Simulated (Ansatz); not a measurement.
WSe$_{2}$ (P6_3/mmc), frozen normal mode

Computed with DFT PBE+D3(BJ), scalar-relativistic, plane waves, PAW in Ansatz. The runs took a 420 eV cutoff, a Γ-centred 12×12×2 mesh and Gaussian smearing (0.05 eV). Spin–orbit coupling is left out, which matters for the heavy elements here. No spin polarisation. Energies are free energies at this smearing, counted from the undisturbed cell; pressure is positive in compression.

The undisturbed cell (relaxed at this level):

```yaml
crystal:
  lattice:
    - [3.27903, 0.00000, 0.00000]
    - [-1.63951, 2.83972, 0.00000]
    - [0.00000, 0.00000, 12.78861]
  atoms:
    - { symbol: W, position: [0.33333, 0.66667, 0.25000] }
    - { symbol: W, position: [0.66667, 0.33333, 0.75000] }
    - { symbol: Se, position: [0.33333, 0.66667, 0.61829] }
    - { symbol: Se, position: [0.66667, 0.33333, 0.11829] }
    - { symbol: Se, position: [0.33333, 0.66667, 0.88171] }
    - { symbol: Se, position: [0.66667, 0.33333, 0.38171] }
```

A zone-centre mode of this cell is frozen in: each atom moves by x times its row below, so x is the largest displacement.
```
atom ux uy uz
  W1  -0.606  -0.606  0.000
  W2   0.000   0.000  0.000
 Se3  -0.002  -0.002  0.000
 Se4   0.707   0.707  0.000
 Se5  -0.002  -0.002  0.000
 Se6   0.707   0.707  0.000
```

```tsv
x (Å)	ΔE (meV/cell)	force along the mode (eV/Å)	pressure (GPa)	gap on the mesh (eV)
-0.2000	1140.4	10.37	3.2	0.50
-0.1500	667.5	8.44	1.9	0.84
-0.1000	305.7	5.96	0.9	0.85
-0.0500	78.2	3.10	0.2	0.87
0.0000	0.0	0.00	0.0	0.90
0.0500	80.2	-3.22	0.2	0.86
0.1000	322.5	-6.47	1.0	0.87
0.1500	?	-9.64	?	0.92
0.1750	?	-11.17	?	0.78
0.2000	1283.3	?	?	0.59
```

(1) Give the withheld values.

## Answers

(1) ΔE (meV/cell) at x (Å) = 0.1500: 725.6; pressure (GPa) at x (Å) = 0.1500: 2.3; ΔE (meV/cell) at x (Å) = 0.1750: 985.7; pressure (GPa) at x (Å) = 0.1750: 3.1; force along the mode (eV/Å) at x (Å) = 0.2000: -12.63; pressure (GPa) at x (Å) = 0.2000: 4.1.